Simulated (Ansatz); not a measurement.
**blue phosphorene on ZrC(111): work function and capacitance**

How does blue phosphorene on ZrC(111) act as a gate dielectric or work-function layer?

Method: plane-wave DFT, PBE-D3(BJ), Ansatz PAW, in Ansatz 0.2.0.

**1. Starting point**

The cell holds 7 atoms: 4 Zr and 3 C. Its edges and angles: a = 3.280 Å, b = 3.280 Å, c = 26.227 Å, α = 90.0°, β = 90.0°, γ = 120.0°. Vacuum lies along c.

**2. The bare metal**

The metal alone, strained to the film's lattice, gives the work function from which the change is counted. The dipole correction removes the false field that a one-sided slab makes across the periodic vacuum, so each face gets a flat vacuum level of its own.

Input file input.yaml:

```yaml
crystal:
  lattice:
    - [3.28, 0.0, 0.0]
    - [-1.64, 2.8405633244, 0.0]
    - [0.0, 0.0, 26.226700718]
  atoms:
    - { symbol: Zr, position: [0.66666667, 0.33333333, 0.3431617304] }
    - { symbol: C, position: [0.0, 0.0, 0.3954411536] }
    - { symbol: Zr, position: [0.33333333, 0.66666667, 0.4477205768] }
    - { symbol: C, position: [0.66666667, 0.33333333, 0.5] }
    - { symbol: Zr, position: [0.0, 0.0, 0.5522794232] }
    - { symbol: C, position: [0.33333333, 0.66666667, 0.6045588464] }
    - { symbol: Zr, position: [0.66666667, 0.33333333, 0.6568382696] }
kpoints:
  mp_grid: { grid: [12, 12, 1] }
hamiltonian:
  xc: pbe
  dispersion: d3bj
scf:
  occupations: { method: fermi_dirac, width: 0.1 }
  convergence: { dr2_threshold: 1.0e-09 }
efield:
  axis: 3
  dipole_correction: true
  ramp_position: 0.97
  ramp_width: 0.06
relax:
  f_tol: 0.01
  max_steps: 90
  constraints: [{ sites: [0, 1, 2] }]
output:
  write_potential: true
  write_density: true
  volumetric_format: npy
```

Run with:

```console
ansatz run input.yaml --threads 4 --pin off --max-ram 6144MiB --backend cpu --events-out ev --progress --plain --runs-dir out
```

Numbers of over 12 decimals in the logs are rounded to 6 here.

What it wrote:

```text
Engine: ansatz 0.2.0, aarch64-unknown-linux-gnu
Pseudopotentials: kind: paw
Pseudopotential: Zr, paw, valence charge 12, recommended cutoff 420 eV (normal), Zr.paw.azcp
Pseudopotential: C, paw, valence charge 4, recommended cutoff 420 eV (normal), C.paw.azcp
Functional definition: PBE
  parameter kappa = 0.804
  parameter beta = 0.066725
  exchange = pbe_x(kappa = kappa, mu = beta*pi^2/3)
  correlation = pbe_c(beta = beta)
Crystal: 7 atoms, lattice volume = 244.355 Å³
Basis set: ecut = 420 eV, 4851 PW (Γ), exchange–correlation on 48×48×360 points (8 copies of the dense FFT grid, shifted against one another)
Bands: 37, of which v1, the nominal top of the filled ones, is band 30 counted from 1 (29 counted from 0)
Symmetry: 6 space group operations
k-points: 19 of 144 (time reversal used)
Non-local potential: Zr, projectors of the file, l = 0: 3, l = 1: 2, l = 2: 2, l = 3: 2
Non-local potential: C, projectors of the file, l = 0: 2, l = 1: 2, l = 2: 1
PAW form: soft (Blöchl's): semilocal exchange-correlation on the pseudo side does not see the compensation charge
PAW one-centre angular grid: Zr, 590 points (default); XC on 64 Gauss nodes
PAW one-centre angular grid: C, 110 points (default); XC on 64 Gauss nodes
Initial density: superposition of atomic densities (neutral atoms: chi_scale 0, normalization atom), corrected by the library's trained network
Initial wavefunctions: pseudopotential atomic-orbital guess
Functional: x = pbe(κ = 0.804, μ = 0.219515), c = pbe(β = 0.066725)
SCF iter   1: F=—  HF=-17493.720431 eV  |F-HF|=—  |Δ(HF+E_count)|=         —  Δρ=4.83e-3  dr2=7.04e-1  ethr=1.77e-3  p=-0.000 e·Å  D=-3.15e-15 V/Å  ΔV_dip=0.00 eV  dr2_dipole=4.22e-7  V_vac-E_F(+/−)=4.59/4.59 eV  ⟨swp⟩=6.9  Hψ=3164  notcnv=0
efield: sawtooth ramp at fractional position 0.9700 (set: `efield.ramp_position`, or a place that a band, a saddle search or an elastic batch's reference lends), width 0.0600; the density the first Hamiltonian is built on has a dipole p = -0.000 e·Å; the dipole correction subtracts the counter field D = -3.15e-15 V/Å, which shifts the + side's vacuum level by +0.00 eV against the − side's; the planar-averaged density in the ramp window peaks in size at 1.6e-5 e/Å³
preconditioner: auto → LDOS  [metal: Δε(μ)=0.034 eV  Ē_g=5.885 eV  σ=0.100 eV  W_gap=0.09  n_scr=18 (ndim 8)  ℏωp=12.6 eV  f_vac=0.512  D(μ)=6.08/eV (n_scr^D=16)  β→1.0]
SCF iter   2: F=—  HF=-17493.683047 eV  |F-HF|=—  |Δ(HF+E_count)|=   3.74e-2  Δρ=1.64e-3  dr2=5.83e-3  ethr=1.17e-3  p=-0.000 e·Å  D=-4.51e-7 V/Å  ΔV_dip=0.00 eV  dr2_dipole=2.33e-8  V_vac-E_F(+/−)=4.37/4.37 eV  ⟨swp⟩=2.2  Hψ=955  notcnv=0
SCF iter   3: F=—  HF=-17493.687446 eV  |F-HF|=—  |Δ(HF+E_count)|=   4.40e-3  Δρ=6.91e-4  dr2=1.68e-3  ethr=9.72e-6  p=0.000 e·Å  D=2.52e-7 V/Å  ΔV_dip=-0.00 eV  dr2_dipole=1.46e-7  V_vac-E_F(+/−)=4.37/4.37 eV  ⟨swp⟩=2.6  Hψ=1385  notcnv=0
SCF iter   4: F=—  HF=-17493.687612 eV  |F-HF|=—  |Δ(HF+E_count)|=   1.66e-4  Δρ=3.32e-4  dr2=3.90e-4  ethr=2.80e-6  p=0.000 e·Å  D=7.98e-7 V/Å  ΔV_dip=-0.00 eV  dr2_dipole=3.42e-9  V_vac-E_F(+/−)=4.36/4.36 eV  ⟨swp⟩=2.2  Hψ=1192  notcnv=0
SCF iter   5: F=—  HF=-17493.687637 eV  |F-HF|=—  |Δ(HF+E_count)|=   2.49e-5  Δρ=1.30e-4  dr2=4.95e-5  ethr=6.50e-7  p=-0.000 e·Å  D=-8.50e-10 V/Å  ΔV_dip=0.00 eV  dr2_dipole=2.42e-9  V_vac-E_F(+/−)=4.35/4.35 eV  ⟨swp⟩=2.0  Hψ=1086  notcnv=0
SCF iter   6: F=—  HF=-17493.687670 eV  |F-HF|=—  |Δ(HF+E_count)|=   3.32e-5  Δρ=4.20e-5  dr2=5.80e-6  ethr=8.26e-8  p=-0.000 e·Å  D=-8.00e-9 V/Å  ΔV_dip=0.00 eV  dr2_dipole=1.89e-10  V_vac-E_F(+/−)=4.35/4.35 eV  ⟨swp⟩=2.1  Hψ=1214  notcnv=0
SCF iter   7: F=—  HF=-17493.687676 eV  |F-HF|=—  |Δ(HF+E_count)|=   6.07e-6  Δρ=1.09e-5  dr2=4.32e-7  ethr=9.67e-9  p=0.000 e·Å  D=3.07e-8 V/Å  ΔV_dip=-0.00 eV  dr2_dipole=7.10e-11  V_vac-E_F(+/−)=4.35/4.35 eV  ⟨swp⟩=3.1  Hψ=1512  notcnv=0
SCF iter   8: F=—  HF=-17493.687528 eV  |F-HF|=—  |Δ(HF+E_count)|=   1.48e-4  Δρ=2.87e-6  dr2=2.29e-8  ethr=7.20e-10  p=-0.000 e·Å  D=-4.69e-8 V/Å  ΔV_dip=0.00 eV  dr2_dipole=1.40e-12  V_vac-E_F(+/−)=4.35/4.35 eV  ⟨swp⟩=2.6  Hψ=1194  notcnv=0
SCF iter   9: F=—  HF=-17493.687528 eV  |F-HF|=—  |Δ(HF+E_count)|=   9.40e-8  Δρ=1.08e-6  dr2=3.82e-9  ethr=3.82e-11  p=-0.000 e·Å  D=-2.23e-8 V/Å  ΔV_dip=0.00 eV  dr2_dipole=2.26e-13  V_vac-E_F(+/−)=4.35/4.35 eV  ⟨swp⟩=2.2  Hψ=1105  notcnv=0
SCF iter  10: F=-17493.687528 eV  HF=-17493.687528 eV  |F-HF|=2.27e-9  |Δ(HF+E_count)|=   6.88e-9  Δρ=4.61e-7  dr2=8.30e-10  ethr=1.67e-12  p=-0.000 e·Å  D=-7.11e-9 V/Å  ΔV_dip=0.00 eV  dr2_dipole=2.04e-17  V_vac-E_F(+/−)=4.35/4.35 eV  ⟨swp⟩=8.9  Hψ=4643  notcnv=0
SCF 1 converged in 10 iterations: F = -17493.687528 eV  dr2 = 8.30e-10
  greatest PAW one-centre occupation: 0.996 electrons in one spin orbital (limit 2), on the Zr atom at site 0 (counted from 0), in its partial waves of l = 0
relax step   1: F+E_penalty+E_count = -17493.68752833 eV  Δ(F+E_penalty+E_count) = +0.000e0 eV  max|allowed force component| = 1.833e0 eV/Å  Δτ_max = 0.0000 Å  (10 SCF iters, accepted)
Initial density: handed on by an earlier stage of this run
Initial wavefunctions: those handed on with the density
iter 1 solved again at ethr=1.21e-3 eV; its pass at ethr=3.10e-3 eV (dr2=7.26e-1 eV) is discarded
SCF iter   1: F=—  HF=-17493.963646 eV  |F-HF|=—  |Δ(HF+E_count)|=         —  Δρ=8.48e-3  dr2=4.58e-1  ethr=1.21e-3  p=0.000 e·Å  D=2.38e-8 V/Å  ΔV_dip=-0.00 eV  dr2_dipole=1.23e-1  V_vac-E_F(+/−)=4.33/4.33 eV  ⟨swp⟩=1.1  Hψ=2650  notcnv=0
efield: sawtooth ramp at fractional position 0.9700 (set: `efield.ramp_position`, or a place that a band, a saddle search or an elastic batch's reference lends), width 0.0600; the density the first Hamiltonian is built on has a dipole p = 0.000 e·Å; the dipole correction subtracts the counter field D = 2.38e-8 V/Å, which shifts the + side's vacuum level by -0.00 eV against the − side's; the planar-averaged density in the ramp window peaks in size at 7.4e-7 e/Å³
preconditioner: auto → LDOS  [metal: Δε(μ)=0.053 eV  Ē_g=5.996 eV  σ=0.100 eV  W_gap=0.13  n_scr=18 (ndim 8)  ℏωp=12.6 eV  f_vac=0.525  D(μ)=5.64/eV (n_scr^D=16)  β→1.0]
SCF iter   2: F=—  HF=-17493.928398 eV  |F-HF|=—  |Δ(HF+E_count)|=   3.52e-2  Δρ=4.81e-3  dr2=3.12e-1  ethr=7.63e-4  p=0.006 e·Å  D=4.08e-3 V/Å  ΔV_dip=-0.11 eV  dr2_dipole=9.27e-2  V_vac-E_F(+/−)=4.22/4.33 eV  ⟨swp⟩=3.3  Hψ=1191  notcnv=0
[...]
SCF iter   9: F=—  HF=-17493.934365 eV  |F-HF|=—  |Δ(HF+E_count)|=   1.40e-7  Δρ=3.21e-6  dr2=8.74e-8  ethr=1.06e-9  p=-0.004 e·Å  D=-2.89e-3 V/Å  ΔV_dip=0.08 eV  dr2_dipole=2.85e-8  V_vac-E_F(+/−)=4.43/4.36 eV  ⟨swp⟩=2.0  Hψ=957  notcnv=0
SCF iter  10: F=—  HF=-17493.934365 eV  |F-HF|=—  |Δ(HF+E_count)|=   7.41e-8  Δρ=1.73e-6  dr2=1.39e-8  ethr=1.46e-10  p=-0.004 e·Å  D=-2.90e-3 V/Å  ΔV_dip=0.08 eV  dr2_dipole=6.04e-10  V_vac-E_F(+/−)=4.43/4.36 eV  ⟨swp⟩=2.0  Hψ=984  notcnv=0
SCF iter  11: F=—  HF=-17493.934365 eV  |F-HF|=—  |Δ(HF+E_count)|=   1.54e-8  Δρ=6.04e-7  dr2=1.31e-9  ethr=2.32e-11  p=-0.004 e·Å  D=-2.90e-3 V/Å  ΔV_dip=0.08 eV  dr2_dipole=7.81e-11  V_vac-E_F(+/−)=4.43/4.36 eV  ⟨swp⟩=2.1  Hψ=1041  notcnv=0
SCF iter  12: F=-17493.934365 eV  HF=-17493.934365 eV  |F-HF|=5.71e-10  |Δ(HF+E_count)|=   2.09e-9  Δρ=1.88e-7  dr2=8.24e-11  ethr=1.67e-12  p=-0.004 e·Å  D=-2.90e-3 V/Å  ΔV_dip=0.08 eV  dr2_dipole=6.24e-14  V_vac-E_F(+/−)=4.43/4.36 eV  ⟨swp⟩=8.5  Hψ=4251  notcnv=0
SCF 3 converged in 12 iterations: F = -17493.934365 eV  dr2 = 8.24e-11
relax step   3: F+E_penalty+E_count = -17493.93436545 eV  Δ(F+E_penalty+E_count) = -2.102e-2 eV  max|allowed force component| = 5.247e-1 eV/Å  Δτ_max = 0.1290 Å  (12 SCF iters, accepted)
[...]
relax step   4: F+E_penalty+E_count = -17493.95403688 eV  Δ(F+E_penalty+E_count) = -1.967e-2 eV  max|allowed force component| = 3.603e-2 eV/Å  Δτ_max = 0.0536 Å  (11 SCF iters, accepted)
SCF iter   1: F=—  HF=-17493.954488 eV  |F-HF|=—  |Δ(HF+E_count)|=         —  Δρ=4.49e-4  dr2=7.55e-3  ethr=1.32e-4  p=-0.005 e·Å  D=-3.43e-3 V/Å  ΔV_dip=0.09 eV  dr2_dipole=3.47e-3  V_vac-E_F(+/−)=4.44/4.35 eV  ⟨swp⟩=2.2  Hψ=1079  notcnv=0
efield: sawtooth ramp at fractional position 0.9700 (set: `efield.ramp_position`, or a place that a band, a saddle search or an elastic batch's reference lends), width 0.0600; the density the first Hamiltonian is built on has a dipole p = -0.005 e·Å; the dipole correction subtracts the counter field D = -3.43e-3 V/Å, which shifts the + side's vacuum level by +0.09 eV against the − side's; the planar-averaged density in the ramp window peaks in size at 7.1e-7 e/Å³
preconditioner: auto → LDOS  [metal: Δε(μ)=0.045 eV  Ē_g=5.952 eV  σ=0.100 eV  W_gap=0.11  n_scr=18 (ndim 8)  ℏωp=12.6 eV  f_vac=0.521  D(μ)=5.29/eV (n_scr^D=16)  β→1.0]
SCF iter   2: F=—  HF=-17493.954370 eV  |F-HF|=—  |Δ(HF+E_count)|=   1.18e-4  Δρ=2.78e-4  dr2=3.67e-4  ethr=1.26e-5  p=-0.005 e·Å  D=-3.59e-3 V/Å  ΔV_dip=0.09 eV  dr2_dipole=5.76e-6  V_vac-E_F(+/−)=4.44/4.34 eV  ⟨swp⟩=1.2  Hψ=869  notcnv=0
SCF iter   3: F=—  HF=-17493.954352 eV  |F-HF|=—  |Δ(HF+E_count)|=   1.81e-5  Δρ=1.99e-4  dr2=1.71e-4  ethr=6.12e-7  p=-0.005 e·Å  D=-3.54e-3 V/Å  ΔV_dip=0.09 eV  dr2_dipole=7.59e-6  V_vac-E_F(+/−)=4.44/4.34 eV  ⟨swp⟩=2.2  Hψ=1001  notcnv=0
SCF iter   4: F=—  HF=-17493.954318 eV  |F-HF|=—  |Δ(HF+E_count)|=   3.37e-5  Δρ=5.99e-5  dr2=2.17e-5  ethr=2.85e-7  p=-0.005 e·Å  D=-3.52e-3 V/Å  ΔV_dip=0.09 eV  dr2_dipole=1.66e-6  V_vac-E_F(+/−)=4.43/4.34 eV  ⟨swp⟩=2.0  Hψ=950  notcnv=0
SCF iter   5: F=—  HF=-17493.954331 eV  |F-HF|=—  |Δ(HF+E_count)|=   1.30e-5  Δρ=2.57e-5  dr2=3.80e-6  ethr=3.62e-8  p=-0.005 e·Å  D=-3.50e-3 V/Å  ΔV_dip=0.09 eV  dr2_dipole=5.02e-7  V_vac-E_F(+/−)=4.43/4.34 eV  ⟨swp⟩=2.0  Hψ=989  notcnv=0
SCF iter   6: F=—  HF=-17493.954181 eV  |F-HF|=—  |Δ(HF+E_count)|=   1.51e-4  Δρ=5.90e-6  dr2=2.49e-7  ethr=6.33e-9  p=-0.005 e·Å  D=-3.48e-3 V/Å  ΔV_dip=0.09 eV  dr2_dipole=3.84e-8  V_vac-E_F(+/−)=4.43/4.34 eV  ⟨swp⟩=2.0  Hψ=973  notcnv=0
SCF iter   7: F=—  HF=-17493.954181 eV  |F-HF|=—  |Δ(HF+E_count)|=   9.88e-9  Δρ=2.19e-6  dr2=1.73e-8  ethr=4.16e-10  p=-0.005 e·Å  D=-3.46e-3 V/Å  ΔV_dip=0.09 eV  dr2_dipole=8.37e-11  V_vac-E_F(+/−)=4.43/4.34 eV  ⟨swp⟩=2.0  Hψ=1107  notcnv=0
SCF iter   8: F=—  HF=-17493.954181 eV  |F-HF|=—  |Δ(HF+E_count)|=   1.75e-8  Δρ=6.31e-7  dr2=2.88e-9  ethr=2.89e-11  p=-0.005 e·Å  D=-3.45e-3 V/Å  ΔV_dip=0.09 eV  dr2_dipole=1.74e-10  V_vac-E_F(+/−)=4.43/4.34 eV  ⟨swp⟩=2.2  Hψ=1036  notcnv=0
SCF iter   9: F=-17493.954181 eV  HF=-17493.954181 eV  |F-HF|=3.53e-10  |Δ(HF+E_count)|=   3.87e-9  Δρ=2.66e-7  dr2=2.97e-10  ethr=1.67e-12  p=-0.005 e·Å  D=-3.45e-3 V/Å  ΔV_dip=0.09 eV  dr2_dipole=1.47e-11  V_vac-E_F(+/−)=4.43/4.34 eV  ⟨swp⟩=8.8  Hψ=4354  notcnv=0
SCF 5 converged in 9 iterations: F = -17493.954181 eV  dr2 = 2.97e-10
relax step   5: F+E_penalty+E_count = -17493.95418086 eV  Δ(F+E_penalty+E_count) = -1.440e-4 eV  max|allowed force component| = 9.944e-3 eV/Å  Δτ_max = 0.0071 Å  (9 SCF iters, accepted)
NSCF: frozen V_eff on 19 k-points
the search or the solves at the SCF's close seem to have found levels that the self-consistency loop had missed (the run counts 2). By its estimate they hold under 1e-12 electrons; where the run keeps them, the occupations were computed again with them
SCF converged after 9 iterations
Free energy (F): -17493.954181 eV
Harris-Foulkes:  -17493.954181 eV  (|F-HF|=3.53e-10)
Internal energy: -17493.779073 eV  (E = F + TS)
E sigma→0 (E₀):  -17493.866627 eV
Entropy (-TS):   -0.175108 eV (-25.015 meV/atom)
Fermi energy:    3.744026 eV
Dipole field:    D = -0.003456 V/Å  (p = -0.004667 e·Å, saw-weighted, corrected)
Work function:   Φ+ = 4.4326 eV   Φ− = 4.3420 eV
Levels:          The Fermi level and band energies are counted from a zero that moves with the ramp; work functions are not
--- Per-component energies (eV) ---
  E_band       = -917.296171
  E_kinetic    = 1602.981470
  E_local      = -60926.870378  (includes V_loc(G=0)·N_el)
  E_nonlocal   = 395.477722
  E_hartree    = 29648.361918
  E_xc         = -795.026847
  E_vxc        = -948.024717  (∫ρ·V_xc dr)
  E_paw        = -12110.781807  (= ΣΔE_a)
  E_vpaw       = -337.570213  (= ΣTr[D̂ρ^β])
  E_aug_tail   = 0.000117  (compensation charges beyond the density's cutoff)
  E_efield     = 0.000008  (sawtooth field / dipole correction)
  E_vefield    = -0.013247  (∫n·V_field dr)
  E_ewald      = 24694.456022
  E_disp       = -2.377297  (pairwise vdW)
  E_smearing   = -0.175108  (= −TS)
  E_closure    = -0.000000  (closes the sum)
  Σ components = -17493.954181   (vs F -17493.954181, Δ=0.00e0)
--- Forces (eV/Å), atoms counted from 1 ---
  atom   1  Zr     0.00000000    -0.00000000     1.99249689
  atom   2  C      0.00000000     0.00000000    -1.71040333
  atom   3  Zr     0.00000000    -0.00000000    -0.28078976
  atom   4  C      0.00000000    -0.00000000     0.00632005
  atom   5  Zr     0.00000000     0.00000000    -0.00994381
  atom   6  C      0.00000000    -0.00000000     0.00299621
  atom   7  Zr     0.00000000     0.00000000    -0.00066052
  max |Σ_I F_I| component: 1.57e-5 eV/Å
--- Band table (eV; the first three rows and the last of 19) ---
  k-point 0: bands = [... 26 lower, 2.6455, 2.6455, 3.1287, 3.3090, 4.1881, 4.6557, 4.6557, 5.4779, ... 3 higher]
  k-point 1: bands = [... 26 lower, 2.2377, 2.5902, 3.1937, 3.3485, 4.1733, 4.4307, 4.7890, 5.0907, ... 3 higher]
  k-point 2: bands = [... 26 lower, 1.7752, 2.4552, 3.1335, 3.3643, 3.6412, 4.5264, 4.7263, 5.1787, ... 3 higher]
  k-point 18: bands = [... 26 lower, 1.1202, 1.3188, 3.6330, 3.7070, 4.0119, 4.2091, 5.8921, 6.4650, ... 3 higher]
--- Relaxed structure (5 steps of the walk, 5 accepted, 0 SCFs on fresh bases) ---
  F+E_penalty+E_count = -17493.95418086 eV   max|allowed force component| = 9.944e-3 eV/Å
  atoms:
    - { symbol: Zr, position: [0.666667, 0.333333, 0.3431617304] }
    - { symbol: C, position: [5.2112509285377527e-17, 5.286776313154904e-17, 0.395441] }
    - { symbol: Zr, position: [0.333333, 0.666667, 0.4477205768] }
    - { symbol: C, position: [0.666667, 0.333333, 0.499258] }
    - { symbol: Zr, position: [5.2112509285377527e-17, 5.286776313154904e-17, 0.548229] }
    - { symbol: C, position: [0.333333, 0.666667, 0.605527] }
    - { symbol: Zr, position: [0.666667, 0.333333, 0.648620] }
```

It took 29 s on 4 threads of Arm Neoverse V1, shared host; peak memory 0.62 GiB; 1.7 min of CPU time.

Relaxation path:

| step | energy less that of the first step (eV) | largest force component (eV/Å) |
| --- | --- | --- |
| 1 | 0.0000 | 1.8330 |
| 2 | -0.2258 | 1.1971 |
| 3 | -0.2468 | 0.5247 |
| 4 | -0.2665 | 0.0360 |
| 5 | -0.2667 | 0.0099 |

The run keeps the 6 symmetry operations that it works with, so distortions that break them were not tested.

The atoms that moved most (Å):

| atom | dx | dy | dz | length |
| --- | --- | --- | --- | --- |
| Zr7 | 0.000 | 0.000 | -0.216 | 0.216 |
| Zr5 | 0.000 | 0.000 | -0.106 | 0.106 |
| C6 | 0.000 | 0.000 | 0.025 | 0.025 |
| C4 | 0.000 | 0.000 | -0.019 | 0.019 |

Numbers from this step:

- energy at zero smearing: -17493.8666 eV
- work function, upper face: 4.433 eV
- work function, lower face: 4.342 eV
- dipole along the normal: -0.004667 e·Å
- step between the vacuum levels: 0.09065 eV

Running mean over 2.742 and then 4.44 Å of the planar mean; the ramp of the sawtooth is left out. Electron's electrostatic potential energy less the Fermi level against z:

| z (Å) | electron's electrostatic potential energy less the Fermi level (eV) |
| --- | --- |
| 3.5 | 4.32 |
| 4.0 | 4.28 |
| 4.5 | 4.18 |
| 5.0 | 3.91 |
| 5.5 | 3.30 |
| 6.0 | 2.28 |
| 6.5 | 0.984 |
| 7.0 | -0.487 |
| 7.5 | -2.08 |
| 8.0 | -3.67 |
| 8.5 | -5.22 |
| 9.0 | -6.69 |
| 9.5 | -7.98 |
| 10.0 | -8.92 |
| 10.5 | -9.48 |
| 11.0 | -9.83 |
| 11.5 | -9.99 |
| 12.0 | -10.00 |
| 12.5 | -9.99 |
| 13.0 | -10.0 |
| 13.5 | -10.1 |
| 14.0 | -10.2 |
| 14.5 | -10.3 |
| 15.0 | -10.2 |
| 15.5 | -9.93 |
| 16.0 | -9.36 |
| 16.5 | -8.43 |
| 17.0 | -7.13 |
| 17.5 | -5.61 |
| 18.0 | -3.96 |
| 18.5 | -2.27 |
| 19.0 | -0.619 |
| 19.5 | 0.947 |
| 20.0 | 2.30 |
| 20.5 | 3.34 |
| 21.0 | 3.97 |
| 21.5 | 4.25 |
| 22.0 | 4.37 |
| 22.5 | 4.41 |
| 23.0 | 4.42 |

The relaxation took 5 steps and lowered the energy by 0.27 eV; the largest force on the free atoms ends at 0.0099 eV/Å.

The work function of the upper face is 4.43 eV.

[end of part 1 of 5]

[Logs are printed without paths, hosts, clocks, repeated set-up lines and the standing remarks that a program may print on its own settings, such as how far it seeks lower states.]

[Hosts, paths, dates, database ids (printed as entryN), source tags and the programs' standing remarks are cut or masked in the printed files.]

[Maps of the electrostatic potential energy from Ansatz leave out the sawtooth potential of an applied field or a dipole correction, so their vacuum need not be flat; planar profiles and work functions include it.]
